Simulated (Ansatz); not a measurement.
# BN (F-43m) in Ansatz: further runs

The runs below take BN through Berry-phase polarisation, electric field gradients, phonons, with PBE+D3(BJ)-ATM, RPBE, BLYP+D3(BJ)-ATM.

Everything below comes from runs of Ansatz 0.2.0. Logs are shortened: lines on timing, memory, paths and dates and some standing lists are left out, and cuts for length are marked.

**Measured values to compare with.**

From a printed reference work, monograph, for a bulk crystal of BN at 300 K: band gap 6.4 eV (indirect).

How close the calculation comes is told below.

## (1) The structure

Symmetry: F-43m, No. 216, cubic system. The conventional cell has a = 3.626 Å, b = 3.626 Å, c = 3.626 Å, α = 90.00°, β = 90.00°, γ = 90.00°. N (site symmetry -43m) is surrounded by 4 B at 1.57 Å. Around B (site symmetry -43m) lie 4 N at 1.57 Å.

The cell is a database's computed one.

## (2) Berry-phase polarisation, PBE+D3(BJ)-ATM

input.yaml reads:

```yaml
crystal:
  lattice: { a: 3.626002, b: 3.626002, c: 3.626002, alpha: 90.0, beta: 90.0, gamma: 90.0 }
  space_group: 216
  reduce_to_primitive: true
  atoms:
    - { symbol: "N", wyckoff: "4d", position: [0.25, 0.25, 0.75] }
    - { symbol: B, wyckoff: "4a", position: [0.0, 0.0, 0.0] }
hamiltonian:
  xc: pbe
  pseudopotentials: { kind: paw, source: jth }
  dispersion: d3bjatm
kpoints:
  mp_grid: { grid: [13, 13, 13] }
scf:
  occupations: { method: fixed }
output:
  forces: true
  stress: true
  eigenvalues: true
  polarization: {}
  write_density: true
  write_potential: true
  elf: true
  volumetric_format: npy
```

Potentials or basis: JTH PAW.

The run is started by

```console
ansatz run input.yaml --threads 1 --pin off --max-ram 2560MiB --backend cpu --events-out ev --progress --plain --runs-dir out
```

Log:

```text
Warning: the checks of this N dataset prove no rule for summing its radial tables, as where they were carried onto another mesh than they were made on, and Gregory's rule is taken, under which a leading mesh point left out moves its sums only by what lay on the interval it spanned. That does not make them correct, and they differ from Quantum ESPRESSO's on this file; a re-export a fraction of a mesh step off can move them. hamiltonian.pseudopotentials.radial_quadrature: simpson_from_first_knot sums it by `pw.x`'s rule; on a PAW file no value gives `pw.x`'s numbers. What more to know: hamiltonian.pseudopotentials.radial_quadrature, in the input reference
Warning: the checks of this B dataset prove no rule for summing its radial tables, as where they were carried onto another mesh than they were made on, and Gregory's rule is taken, under which a leading mesh point left out moves its sums only by what lay on the interval it spanned. That does not make them correct, and they differ from Quantum ESPRESSO's on this file; a re-export a fraction of a mesh step off can move them. hamiltonian.pseudopotentials.radial_quadrature: simpson_from_first_knot sums it by `pw.x`'s rule; on a PAW file no value gives `pw.x`'s numbers. What more to know: hamiltonian.pseudopotentials.radial_quadrature, in the input reference
Warning: RAYON_NUM_THREADS=1 ignored (pool sized by the plan → 1); use --threads N
crystal.space_group: 216 is read as F-43m: the typed cell holds N4B4 (N 4d, B 4a). Least distances (Å): N–N 2.564, N–B 1.570, B–B 2.564
crystal.space_group generates its sites in this order, which a site index counts, at these fractional coordinates of the primitive cell where crystal.reduce_to_primitive is true, and else of the cell that is read (crystal.supercell repeats the list replica by replica, and crystal.defects acts on that): 0: N [0.750000, 0.750000, 0.750000]; 1: B [0.000000, 0.000000, 0.000000];
Engine: ansatz 0.2.0, aarch64-unknown-linux-gnu
Pseudopotentials: kind: paw
Pseudopotential: N, paw, valence charge 5, recommended cutoff 1320 eV (normal), N.paw.azcp
Pseudopotential: B, paw, valence charge 3, recommended cutoff 630 eV (normal), B.paw.azcp
Functional definition: PBE
  parameter kappa = 0.804
  parameter beta = 0.06672455060314922
  exchange = pbe_x(kappa = kappa, mu = beta*pi^2/3)
  correlation = pbe_c(beta = beta)
Crystal: 2 atoms, lattice volume = 11.919 Å³
Basis set: ecut = 1320 eV, 1291 PW (Γ), exchange–correlation on 64×64×64 points (8 copies of the dense FFT grid, shifted against one another)
Bands: 8, of which v1, the nominal top of the filled ones, is band 4 counted from 1 (3 counted from 0)
Symmetry: 24 space group operations
Space group: F-43m (ITA 216), of the structure as read, at distance tolerance 2.3e-5 Å
k-points: 84 of 2197 (time reversal used)
Non-local potential: N, projectors of the file, l = 0: 2, l = 1: 2
Non-local potential: B, projectors of the file, l = 0: 2, l = 1: 2
PAW form: soft (Blöchl's): semilocal exchange-correlation on the pseudo side does not see the compensation charge
PAW one-centre angular grid: N, 110 points (default); XC on 64 Gauss nodes
PAW one-centre angular grid: B, 110 points (default); XC on 64 Gauss nodes
Initial density: superposition of atomic densities (chi_scale 0.1, normalization cell, long waves kept (reshape's long-wave potential 0.00 eV rms))
Initial wavefunctions: pseudopotential atomic-orbital guess
Functional: x = pbe(κ = 0.804, μ = 0.2195149727645171), c = pbe(β = 0.06672455060314922)
SCF iter   1: F=—  HF=-543.268426 eV  |F-HF|=—  |Δ(HF+E_count)|=         —  Δρ=1.48e-1  dr2=2.12e0  ethr=3.10e-3  ⟨swp⟩=5.4  Hψ=4722  notcnv=0  defer=142
preconditioner: auto → none  [insulator: Δε(μ)=5.771 eV  Ē_g=20.193 eV  n_scr=0 (ndim 8)  ℏωp=30.4 eV  f_vac=0.000  ε∞_Penn≈3.3]
SCF iter   2: F=—  HF=-542.713411 eV  |F-HF|=—  |Δ(HF+E_count)|=   5.55e-1  Δρ=6.18e-2  dr2=2.60e-1  ethr=3.10e-3  ⟨swp⟩=2.2  Hψ=1933  notcnv=0  defer=98
SCF iter   3: F=—  HF=-542.670595 eV  |F-HF|=—  |Δ(HF+E_count)|=   4.28e-2  Δρ=2.22e-2  dr2=3.84e-2  ethr=3.10e-3  ⟨swp⟩=3.0  Hψ=1111  notcnv=0  defer=147
SCF iter   4: F=—  HF=-542.671009 eV  |F-HF|=—  |Δ(HF+E_count)|=   4.13e-4  Δρ=2.85e-3  dr2=3.58e-4  ethr=4.80e-4  ⟨swp⟩=3.0  Hψ=1186  notcnv=0  defer=158
SCF iter   5: F=—  HF=-542.671242 eV  |F-HF|=—  |Δ(HF+E_count)|=   2.33e-4  Δρ=3.03e-4  dr2=6.41e-6  ethr=4.47e-6  ⟨swp⟩=2.9  Hψ=1179  notcnv=0  defer=159
SCF iter   6: F=—  HF=-542.671124 eV  |F-HF|=—  |Δ(HF+E_count)|=   1.18e-4  Δρ=2.32e-5  dr2=1.25e-8  ethr=1.25e-9  ⟨swp⟩=9.3  Hψ=6247  notcnv=0
SCF iter   7: F=-542.671124 eV  HF=-542.671124 eV  |F-HF|=1.63e-10  |Δ(HF+E_count)|=   2.73e-8  Δρ=1.88e-6  dr2=3.35e-10  ethr=1.56e-10  ⟨swp⟩=5.2  Hψ=3358  notcnv=0
SCF 1 converged in 7 iterations: F = -542.671124 eV  dr2 = 3.35e-10
NSCF: frozen V_eff on 87 k-points
SCF converged after 7 iterations
Free energy (F): -542.671124 eV
Harris-Foulkes:  -542.671124 eV  (|F-HF|=1.63e-10)
Internal energy: -542.671124 eV  (E = F + TS)
E sigma→0 (E₀):  -542.671124 eV
Fermi energy:    11.019613 eV
--- Per-component energies (eV) ---
  E_band       = 25.475787
  E_kinetic    = 215.747711
  E_local      = -192.469703  (includes V_loc(G=0)·N_el)
  E_nonlocal   = 42.251162
  E_hartree    = 49.505742
  E_xc         = -106.327551
  E_vxc        = -128.019131  (∫ρ·V_xc dr)
  E_paw        = -193.702390  (= ΣΔE_a)
  E_vpaw       = -11.045510  (= ΣTr[D̂ρ^β])
  E_aug_tail   = 0.000012  (compensation charges beyond the density's cutoff)
  E_ewald      = -357.297240
  E_disp       = -0.378867  (pairwise vdW)
  E_smearing   = -0.000000  (= −TS)
  E_closure    = 0.000000  (closes the sum)
  Σ components = -542.671124   (vs F -542.671124, Δ=0.00e0)
--- Forces (eV/Å), atoms counted from 1 ---
  atom   1  N      0.00000000     0.00000000    -0.00000000
  atom   2  B     -0.00000000    -0.00000000    -0.00000000
  max |Σ_I F_I| component: 2.59e-16 eV/Å
--- Stress (GPa, compression-positive) ---
       -5.097973      -0.000000      -0.000000
       -0.000000      -5.097973      -0.000000
       -0.000000       0.000000      -5.097973
  P = ⅓ Tr σ = -5.0980 GPa (-50.980 kbar)
--- Band table (eV; the first three rows and the last of 84) ---
  k-point 0: bands = ["-9.1163", "11.0196", "11.0196", "11.0196", "19.7802", "19.7802", "19.7802", "21.2050"]
  k-point 1: bands = ["-8.9733", "10.2362", "10.8655", "10.8655", "19.9548", "20.0141", "20.0141", "21.6945"]
  k-point 2: bands = ["-8.5489", "8.3829", "10.4799", "10.4799", "20.2263", "20.5788", "20.5788", "22.8919"]
  k-point 83: bands = ["-3.3703", "3.2318", "4.1272", "5.0237", "20.4488", "23.9364", "25.0249", "26.4390"]
--- Formal polarisation (Berry phase): one branch of a lattice of values; only differences between neighbouring runs are physical ---
  axis  mesh            electronic          ionic      p = total  spread (rad)  least overlap  resolved gap  δp at fixed H ≤   (phases in cycles; p mod 1; gap in eV; gap and δp judge the states as solved, not the mesh's step, its correction or the SCF's stop)
  b1    13×13×13       -0.00000000     3.75000000     3.75000000      0.101181         0.9525        8.7606           8.3e-7
  b2    13×13×13        0.00000000     3.75000000     3.75000000      0.101181         0.9525        8.7606           8.3e-7
  b3    13×13×13       -0.00000000     3.75000000     3.75000000      0.101181         0.9525        8.7606           8.3e-7
  quantum along a1:   0.21512402 e/Å² =   344.666686 µC/cm²
  quantum along a2:   0.21512402 e/Å² =   344.666686 µC/cm²
  quantum along a3:   0.21512402 e/Å² =   344.666686 µC/cm²
  P = (  1.14086743,   1.14086743,   1.14086743) e/Å² = ( 1827.871133,  1827.871133,  1827.871133) µC/cm²  (mod the quanta)
```

v_z.tsv:

```text
# z_ang	v_es[eV]	v_tot[eV]
# format = ansatz-planar-average/11
# xc	pbe
# density_cutoff_ev	5280
# datasets	N=:gregory:soft	B=:gregory:soft
# lattice	0.000000000	1.813001000	1.813001000
# lattice	1.813001000	0.000000000	1.813001000
# lattice	1.813001000	1.813001000	0.000000000
# sites	2
# site	7	2.719501500	2.719501500	2.719501500
# site	5	0.000000000	0.000000000	0.000000000
0.000000	-1.250283e0	-1.519427e1
0.080124	-2.039339e-1	-1.364615e1
0.160248	8.299722e-1	-1.209294e1
0.240372	1.929214e0	-1.047844e1
0.320496	3.111830e0	-8.793381e0
0.400620	4.358685e0	-7.076961e0
[... 24 lines left out ...]
2.403722	-3.582669e0	-1.838302e1
2.483847	-2.378020e0	-1.678512e1
```

Run time: 16 s. Hardware: 1 thread of Arm Neoverse V1, shared host; peak memory 0.54 GiB.

Results:

```yaml
Free_energy: -542.6711 eV
Pressure: -5.1 GPa
Band_gap_on_the_k_mesh: 4.52 eV, indirect (least direct gap 8.76 eV)
```

Caveat: odd divisions of the mesh miss points on the zone boundary, where band edges often lie, so the gap on the mesh can be too wide.

## (3) Electric field gradients, RPBE

input.yaml reads:

```yaml
crystal:
  lattice:
    - [0.0, 1.813001, 1.813001]
    - [1.813001, 0.0, 1.813001]
    - [1.813001, 1.813001, 0.0]
  atoms:
    - { symbol: "N", position: [0.25, 0.25, 0.25] }
    - { symbol: B, position: [0.0, 0.0, 0.0] }
hamiltonian:
  xc: rpbe
  pseudopotentials: { kind: paw }
kpoints:
  mp_grid: { grid: [6, 6, 6] }
scf:
  occupations: { method: gaussian, width: 0.1 }
output:
  forces: true
  stress: true
  eigenvalues: true
  efg: {}
```

Potentials or basis: Ansatz PAW.

The run is started by

```console
ansatz run input.yaml --threads 1 --pin off --max-ram 2560MiB --backend cpu --events-out ev --progress --plain --runs-dir out
```

Log:

```text
Warning: RAYON_NUM_THREADS=1 ignored (pool sized by the plan → 1); use --threads N
[... 2 set-up lines as earlier in the session ...]
Pseudopotential: N, paw, valence charge 5, recommended cutoff 420 eV (normal), N.paw.azcp
Pseudopotential: B, paw, valence charge 3, recommended cutoff 420 eV (normal), B.paw.azcp
Functional definition: RPBE
[... 2 set-up lines as earlier in the session ...]
  exchange = rpbe_x(kappa = kappa, mu = beta*pi^2/3)
[... 1 set-up line as earlier in the session ...]
Crystal: 2 atoms, lattice volume = 11.919 Å³
Basis set: ecut = 420 eV, 259 PW (Γ), exchange–correlation on 36×36×36 points (8 copies of the dense FFT grid, shifted against one another)
Bands: 8, of which v1, the nominal top of the filled ones, is band 4 counted from 1 (3 counted from 0)
[... 2 set-up lines as earlier in the session ...]
k-points: 16 of 216 (time reversal used)
Non-local potential: N, projectors of the file, l = 0: 2, l = 1: 2, l = 2: 1
Non-local potential: B, projectors of the file, l = 0: 2, l = 1: 2, l = 2: 1
[... 1 set-up line as earlier in the session ...]
PAW frozen core: N, regenerated for the run's functional, and the local potential with it (the file was generated under x = pbe(κ = 0.804, μ = 0.2195149727645171), c = pbe(β = 0.06672455060314922))
PAW frozen core: B, regenerated for the run's functional, and the local potential with it (the file was generated under x = pbe(κ = 0.804, μ = 0.2195149727645171), c = pbe(β = 0.06672455060314922))
[... 2 set-up lines as earlier in the session ...]
Initial density: superposition of atomic densities (neutral atoms: chi_scale 0, normalization atom), corrected by the library's trained network
[... 1 set-up line as earlier in the session ...]
Functional: x = rpbe, c = pbe(β = 0.06672455060314922)
SCF iter   1: F=—  HF=-544.765196 eV  |F-HF|=—  |Δ(HF+E_count)|=         —  Δρ=4.18e-3  dr2=1.15e-3  ethr=1.77e-3  ⟨swp⟩=4.1  Hψ=809  notcnv=0
preconditioner: auto → none  [insulator: Δε(μ)=4.496 eV  Ē_g=19.974 eV  σ=0.100 eV  W_gap=1.00  n_scr=0 (ndim 8)  ℏωp=30.4 eV  f_vac=0.000  D(μ)=0.00/eV (n_scr^D=0)  ε∞_Penn≈3.3]
SCF iter   2: F=—  HF=-544.765290 eV  |F-HF|=—  |Δ(HF+E_count)|=   9.37e-5  Δρ=2.20e-3  dr2=1.73e-4  ethr=1.43e-5  ⟨swp⟩=1.4  Hψ=269  notcnv=0
SCF iter   3: F=—  HF=-544.765368 eV  |F-HF|=—  |Δ(HF+E_count)|=   7.80e-5  Δρ=7.66e-4  dr2=3.73e-5  ethr=2.16e-6  ⟨swp⟩=2.1  Hψ=179  notcnv=0
SCF iter   4: F=—  HF=-544.765391 eV  |F-HF|=—  |Δ(HF+E_count)|=   2.26e-5  Δρ=6.08e-5  dr2=3.33e-7  ethr=4.66e-7  ⟨swp⟩=2.6  Hψ=190  notcnv=0
iter 5 did not close the SCF: its close was put off for the readings that it lacked (scf_convergence_deferred on its scf_iter line)
SCF iter   5: F=-544.765391 eV  HF=-544.765391 eV  |F-HF|=1.95e-8  |Δ(HF+E_count)|=   4.53e-7  Δρ=1.06e-5  dr2=6.46e-9  ethr=4.16e-9  ⟨swp⟩=2.2  Hψ=187  notcnv=0
SCF iter   6: F=-544.765391 eV  HF=-544.765391 eV  |F-HF|=8.20e-11  |Δ(HF+E_count)|=   2.29e-8  Δρ=1.15e-6  dr2=4.46e-11  ethr=8.08e-11  ⟨swp⟩=1.8  Hψ=433  notcnv=0
SCF 1 converged in 6 iterations: F = -544.765391 eV  dr2 = 4.46e-11
SCF converged after 6 iterations
Free energy (F): -544.765391 eV
Harris-Foulkes:  -544.765391 eV  (|F-HF|=8.20e-11)
Internal energy: -544.765391 eV  (E = F + TS)
E sigma→0 (E₀):  -544.765391 eV
Fermi energy:    13.398056 eV
--- Per-component energies (eV) ---
  E_band       = 26.381536
  E_kinetic    = 185.160830
  E_local      = -175.230945  (includes V_loc(G=0)·N_el)
  E_nonlocal   = 55.435544
  E_hartree    = 49.409976
  E_xc         = -93.559439
  E_vxc        = -116.224021  (∫ρ·V_xc dr)
  E_paw        = -208.655355  (= ΣΔE_a)
  E_vpaw       = -21.579942  (= ΣTr[D̂ρ^β])
  E_aug_tail   = 0.000104  (compensation charges beyond the density's cutoff)
  E_ewald      = -357.297240
  E_core_change = -0.028866  (= ΣΔE_core)
  E_smearing   = -0.000000  (= −TS)
  E_closure    = 0.000000  (closes the sum)
  Σ components = -544.765391   (vs F -544.765391, Δ=0.00e0)
--- Forces (eV/Å), atoms counted from 1 ---
  atom   1  N     -0.00000000    -0.00000000     0.00000000
  atom   2  B      0.00000000    -0.00000000    -0.00000000
  max |Σ_I F_I| component: 6.20e-16 eV/Å
--- Stress (GPa, compression-positive) ---
        5.463370      -0.000000      -0.000000
       -0.000000       5.463370       0.000000
       -0.000000       0.000000       5.463370
  P = ⅓ Tr σ = 5.4634 GPa (54.634 kbar)
--- PAW observables at the nuclei: V_zz in 10²¹ V/m², potentials from the cell's mean, atoms counted from 1 ---
  atom   1  N  V_zz =    -0.000000   η = 0.0000   by run symmetry: forbidden
            electrostatic potential = -517.627134 V   contact ρ = none
  atom   2  B  V_zz =    -0.000000   η = 0.0000   by run symmetry: forbidden
            electrostatic potential = -327.355182 V   contact ρ = none
--- Band table (eV; the first three rows and the last of 16) ---
  k-point 0: bands = ["-9.0447", "11.1510", "11.1510", "11.1510", "19.9963", "19.9963", "19.9963", "21.3176"]
  k-point 1: bands = ["-8.3801", "8.1489", "10.5384", "10.5384", "20.4525", "20.8992", "20.8992", "23.2747"]
  k-point 2: bands = ["-6.5370", "3.3213", "9.6050", "9.6050", "20.9524", "21.8164", "21.8164", "25.6507"]
  k-point 15: bands = ["-3.3151", "2.9885", "5.0097", "5.0694", "18.9376", "23.1445", "26.1833", "27.9024"]
```

Run time: 0.76 s. Hardware: 1 thread of Arm Neoverse V1, shared host; peak memory 0.25 GiB.

These settings aren't checked as converged (typed here: kpoints.mp_grid.grid = 6 × 6 × 6): the numbers below hold their error.

What came out:

```yaml
Free_energy: -544.7654 eV
Pressure: 5.5 GPa
Band_gap_on_the_k_mesh: 4.49 eV, indirect (least direct gap 8.85 eV)
```

Caveat: the k mesh is coarse (spacing up to 0.50 Å⁻¹), so the values aren't converged; the pressure holds a Pulay correction of +1.0 GPa for the finite cutoff; the PAW data sets come from PBE, with cores solved anew for the run's functional, which leaves a small shift of forces and pressure.

(Continued in part 2 of 2.)
